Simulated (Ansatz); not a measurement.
The system is HfB2.

```xyz
3
Lattice="3.1400 0.0000 0.0000 -1.5700 2.7193 0.0000 0.0000 0.0000 3.4800" Properties=species:S:1:pos:R:3 pbc="T T T"
Hf    0.0000    0.0000    0.0000
B     1.5700    0.9064    1.7400
B     0.0000    1.8129    1.7400
```

Base run:

```yaml
Program: Ansatz 0.2.0
Functional: PBEsol
Potentials_or_basis: Ansatz PAW
Cutoff: "420 eV (not typed: the program's choice for these potentials)"
k_mesh: 10 × 10 × 8
Occupations: fermi-dirac, width 0.05 eV
Spin: no spin polarisation
```

Its results: band gap on the k mesh none (metal or under the smearing width); pressure -4.3 GPa.

Question: The run is repeated on the same cell with these changes: functional from PBEsol to PBE. What comes out?

Answer: Band gap on the k mesh none (metal or under the smearing width); pressure 1.4 GPa.

PBE binds less tightly than PBEsol, so the same cell stands under more pressure.

Caveats: spin-orbit coupling is left out, which moves the levels of the heavy elements; the PAW data sets come from PBE, with cores solved anew for the run's functional, which leaves a small shift of forces and pressure (some runs).
